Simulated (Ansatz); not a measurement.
The system is WS2 (Tungstenite).

```
CELL_PARAMETERS angstrom
3.18000 0.00000 0.00000
-1.59000 2.75396 0.00000
0.00000 0.00000 12.50000
ATOMIC_POSITIONS crystal
W 0.66667 0.33333 0.75000
W 0.33333 0.66667 0.25000
S 0.66667 0.33333 0.37500
S 0.33333 0.66667 0.87500
S 0.66667 0.33333 0.12500
S 0.33333 0.66667 0.62500
```

Base run:

| Quantity | Value |
| --- | --- |
| Program | Ansatz 0.2.0 |
| Functional | PBE |
| Potentials or basis | Ansatz PAW |
| Cutoff | 300 eV |
| Density cutoff | 1200 eV |
| k mesh | 10 × 10 × 3 |
| Occupations | fermi-dirac, width 0.05 eV |
| Spin | no spin polarisation |

Its results: band gap on the k mesh 1.12 eV, indirect (least direct gap 2.09 eV); pressure 2.5 GPa; largest force 0.146 eV/Å.

Problem. The run is repeated on the same cell with these changes: functional from PBE to r2SCAN; cutoff from 300 eV to 500 eV (not typed: the program's choice for these potentials); spin from no spin polarisation to spin-orbit coupling, no magnetisation; potential files from those of the base run to others of the same set. What comes out?

Solution. Band gap on the k mesh 1.17 eV, indirect (least direct gap 2.01 eV); pressure 0.2 GPa; largest force 0.120 eV/Å.

Several settings changed at once, so the effect can't be laid on one alone.

Caveats: odd divisions of the mesh miss points on the zone boundary, where band edges often lie, so the gap on the mesh can be too wide (some runs); spin-orbit coupling is left out, which moves the levels of the heavy elements (some runs); this functional lacks dispersion, which binds the layers, so the pressure and a relaxed spacing across them are unreliable (some runs); the cutoff lies under the one recommended for these potentials (some runs); the k mesh misses the band edges, so the gap on the mesh is wider than the one along the path (some runs); the PAW data sets come from PBE, with cores solved anew for the run's functional, which leaves a small shift of forces and pressure (some runs).
